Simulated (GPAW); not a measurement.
Runs of GPAW 26.7.0 on Sr. It takes space group Im-3m (No. 229, cubic). Conventional cell: a = 4.870 Å, b = 4.870 Å, c = 4.870 Å, α = 90.00°, β = 90.00°, γ = 90.00°. Sr (site symmetry m-3m) has 8 Sr at 4.22 Å as nearest neighbours. This isn't the form of Sr at room conditions, which is fcc.

```csv
task,level,potentials or basis,spin,cell,k mesh,cutoff (eV),smearing,symmetry,maxiter,band path,band points,spin axis theta (degrees),grid spacing,other keys,mesh quality,gap on the mesh (eV),pressure (GPa)
electron localisation function,RPBE,"PAW data sets generated in the run's folder for this functional, pw","collinear, ferromagnetic start",as given,8 × 8 × 8,1000,fermi-dirac 0.15 eV,default,50,-,-,-,-,"several, not listed",not flagged,none,(a)
band structure,PBE+D4,"JTH PAW 2.0, PBE, pw","SOC, no magnetisation",volume scaled by 0.92,8 × 8 × 8,600,fermi-dirac 0.05 eV,-,150,"GHNGPH,PN",80,54.7,-,-,not flagged,-,0.1
one-shot levels on a semilocal density,PBE+D3,"GPAW PAW data sets (gpaw-data 1.2.1), pw",off,as given,5 × 5 × 5,450,fermi-dirac 0.05 eV,-,150,-,-,-,-,-,coarse,none,-0.8
single point,SCAN,"GPAW PAW data sets (gpaw-data 1.2.1), pw",off,cell strained at random at fixed volume,6 × 6 × 5,600,fermi-dirac 0.05 eV,-,75,-,-,-,-,"several, not listed",not flagged,none,-0.3
single point,revPBE+D3,"the program's PAW data sets (release 1.2.1) made for this functional, fd",off,as given,9 × 9 × 9,-,fermi-dirac 0.05 eV,-,80,-,-,-,0.18 Å,"several, not listed",not flagged,none,-
band structure,OLYP+D4,"PAW data sets generated in the run's folder for this functional, pw","SOC, no magnetisation",volume scaled by 0.96,8 × 8 × 8,600,fermi-dirac 0.05 eV,-,150,"GHNGPH,PN",100,90,-,-,not flagged,-,0.1
density of states,SCAN+D3(BJ),"GPAW PAW data sets (gpaw-data 1.2.1), fd",off,as given,6 × 6 × 6,-,fermi-dirac 0.05 eV,-,150,-,-,-,0.14 Å,-,not flagged,none,-
```

Q: Estimate the missing entries.

A: (a) 0.2.

Caveats: some runs use coarse meshes; the cell was measured hot, at 901 K; pairwise dispersion overbinds metals, which lowers pressure and volume (some runs); spin-orbit coupling was added after a scalar SCF, so levels and gaps hold it while energy, forces, pressure and moments don't (some runs); this program's spin-orbit splittings come out too wide for heavy elements (some runs); the PAW data sets were made with another functional, which shifts forces and pressure a little (some runs); the program truncates these outside data sets (some runs).

A k mesh can miss the band edges, and rows without SOC leave out spin-orbit coupling on Sr.

A gap of «none» marks a metal or a gap under the smearing width.
